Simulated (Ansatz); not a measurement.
Relaxed CaF$_{2}$ (fluorite):

```yaml
crystal:
  lattice:
    - [0.00000, 5.51096, 5.51096]
    - [2.75548, 0.00000, 2.75548]
    - [2.75548, 2.75548, 0.00000]
  atoms:
    - { symbol: Ca, position: [0.00000, 0.00000, 0.00000] }
    - { symbol: Ca, position: [0.50000, 0.00000, 0.00000] }
    - { symbol: F, position: [0.12500, 0.25000, 0.25000] }
    - { symbol: F, position: [0.62500, 0.25000, 0.25000] }
    - { symbol: F, position: [0.37500, 0.75000, 0.75000] }
    - { symbol: F, position: [0.87500, 0.75000, 0.75000] }
```

The atoms are displaced by Q × the pattern below (from a DFPT mode at L = (0.5, 0.0, 0.0), largest move 1; Q in Å), at fixed cell. (q is in reciprocal vectors of the primitive cell; the cell shown is doubled to hold the pattern.)

| atom | x | y | z |
|---|---|---|---|
| Ca1 | 0.577 | -0.577 | -0.577 |
| Ca2 | -0.577 | 0.577 | 0.577 |
| F3 | -0.524 | 0.524 | 0.524 |
| F4 | 0.524 | -0.524 | -0.524 |
| F5 | 0.524 | -0.524 | -0.524 |
| F6 | -0.524 | 0.524 | 0.524 |

Computed with PBE (plane waves to 420 eV, PAW, scalar-relativistic; Ansatz, a first-principles code). k mesh 5×10×10 (Γ-centred), Fermi-Dirac smearing 0.05 eV. The energy includes the smearing's −TS. CaF2 was relaxed with its symmetry unable to fall. ΔE is measured from the undisplaced structure.

```tsv
Q (Å)	ΔE (meV/cell)
-0.1000	296.6
-0.0833	206.4
-0.0667	132.4
-0.0500	withheld
-0.0333	33.2
-0.0167	8.3
0.0000	0.0
0.0167	8.3
0.0333	33.2
0.0500	withheld
0.0667	132.4
0.0833	206.4
0.1000	296.6
```

Problem. Fit an even polynomial form (powers 2, 4) to the given rows and predict ΔE at Q = 0.0500.

Solution. Least squares on the 11 given rows: ΔE = (29890)·Q² + (-22330)·Q⁴, in meV/cell with Q in Å; root-mean-square residual 0.08 meV/cell. At 0.0500 the fit gives 74.6 meV/cell; the calculation gives 74.5 meV/cell, so the interpolation is off by 0.1 (+0.1 %). The quadratic term alone would give 74.7 meV/cell.

(For displaced atoms, the force is minus the slope of the energy, and its curvature is a force constant, which sets phonon frequencies.)
